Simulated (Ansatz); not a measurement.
# SnO under changes of volume

One of the cells (17.769 Å³/atom); the others are scaled copies at fixed shape and fractional positions:

```
Sn O
1.0
     3.81370    0.00000    0.00000
     0.00000    3.81370    0.00000
     0.00000    0.00000    4.88691
Sn O
2 2
Direct
  0.50000 0.00000 0.76463
  0.00000 0.50000 0.23537
  0.00000 0.00000 0.00000
  0.50000 0.50000 0.00000
```

The cell is a database's computed one.

```yaml
Program: Ansatz 0.2.0
Functional: LDA
Potentials_or_basis: all-electron LAPW, scalar-relativistic
Cutoff: 318 eV (chosen from the basis error)
Basis_error_allowed: 0.002 eV/atom
k_mesh: 7 × 7 × 6
Occupations: fermi-dirac, width 0.05 eV
Spin: no spin polarisation
```

```csv
volume (Å³/atom),energy over the lowest point (meV/atom),pressure (GPa),gap on the mesh (eV),largest force (eV/Å)
16.703,?,?,?,?
17.058,0.00,0.6,0.32,0.342
17.414,0.91,-1.4,0.39,0.042
17.769,6.21,-3.3,0.46,0.236
18.125,15.38,-5.0,0.52,0.493
18.480,28.08,-6.5,0.58,0.732
18.835,43.91,-7.8,0.64,0.955
```

Question: What does the run at 16.703 Å³/atom give?

Answer: Energy over the lowest point 3.99 meV/atom; pressure 3.0 GPa; gap on the mesh 0.25 eV; largest force 0.667 eV/Å.

Worked out: A Birch-Murnaghan fit of order 3 (a polynomial in V^(-2/3)) to the other rows has its minimum at 17.16 Å³/atom with B0 = V·E''(V) = 102 GPa and B' = 4.2 at fixed shape and positions, which overstates the stiffness. It gives 3.92 meV/atom at 16.703 Å³/atom, against the run's 3.99, and -dE/dV = 2.9 GPa, against 3.0. A straight line through the other rows of the gap, of slope 3.22 eV per unit of ln V, extrapolates to 0.26 eV, against the run's 0.25.

Energies are extrapolated to zero smearing.

Caveats: spin-orbit coupling is left out, which moves the levels of the heavy elements; an odd mesh through Γ misses points on the zone boundary, where band edges often lie.
